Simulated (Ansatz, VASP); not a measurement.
TaN: VASP beside Ansatz

File INCAR:

```
SYSTEM = TaN
ALGO = Normal
EDIFF = 1E-7
ENCUT = 520
GGA = PS
ISIF = 2
ISMEAR = 0
LASPH = .True.
LCHARG = .False.
LREAL = .False.
LWAVE = .False.
NBANDS = 15
NELM = 100
PREC = Accurate
SIGMA = 0.15
```

Contents of KPOINTS:

```
k-points
0
Gamma
  21 21 18
  0 0 0
```

The input POSCAR:

```
TaN
1.0
    2.8652544274      0.0000000000      0.0000000000
   -1.4326272137      2.4813831225      0.0000000000
    0.0000000000      0.0000000000      2.8701253600
Ta N
1 1
Direct
    0.3333333333      0.6666666667      0.5000000000
    0.0000000000      0.0000000000      0.0000000000
```

Input for Ansatz:

```yaml
crystal:
  lattice:
    - [2.8652544274, 0.0, 0.0]
    - [-1.4326272137, 2.4813831225, 0.0]
    - [0.0, 0.0, 2.87012536]
  atoms:
    - { symbol: Ta, position: [0.3333333333, 0.6666666667, 0.5] }
    - { symbol: "N", position: [0.0, 0.0, 0.0] }
basis:
  ecutwfc: 520.0
kpoints:
  mp_grid: { grid: [21, 21, 18] }
hamiltonian:
  xc: pbesol
scf:
  occupations: { method: gaussian, width: 0.15 }
output:
  forces: true
  stress: true
  eigenvalues: true
```

Alike in both runs: task single point; functional PBEsol; k mesh 21 × 21 × 18; occupations gaussian, width 0.15 eV; no spin polarisation.

```csv
,VASP,Ansatz
version,VASP 6.6.1,Ansatz 0.2.0
potentials or method,"VASP PAW PBE potentials, release 64 (Ta_pv, N)","scalar-relativistic, plane waves, PAW"
plane-wave cutoff (eV),520,520
valence electrons in the cell,16,18
```

|  | VASP | Ansatz | Ansatz less VASP |
| --- | --- | --- | --- |
| gap on the k mesh at the Fermi level (eV) | none | none | - |
| pressure (GPa) | 16.7 | 15.7 | -1.06 |
| largest component of the traceless stress (GPa) | 8.02 | 8.17 | +0.156 |

A gap of «none» marks a metal or a gap that the smearing closes. The functional is the same, so the differences come from potentials, cutoffs and numerics. The two sets of potentials don't hold the same shells in valence.

Caveats: so large a pressure means that the cell lies far from this level's equilibrium, or that cutoff or potentials fall short (VASP); the potentials were made for another functional, which shifts forces and pressure (VASP). Spin-orbit coupling is left out, which matters for the levels of Ta.
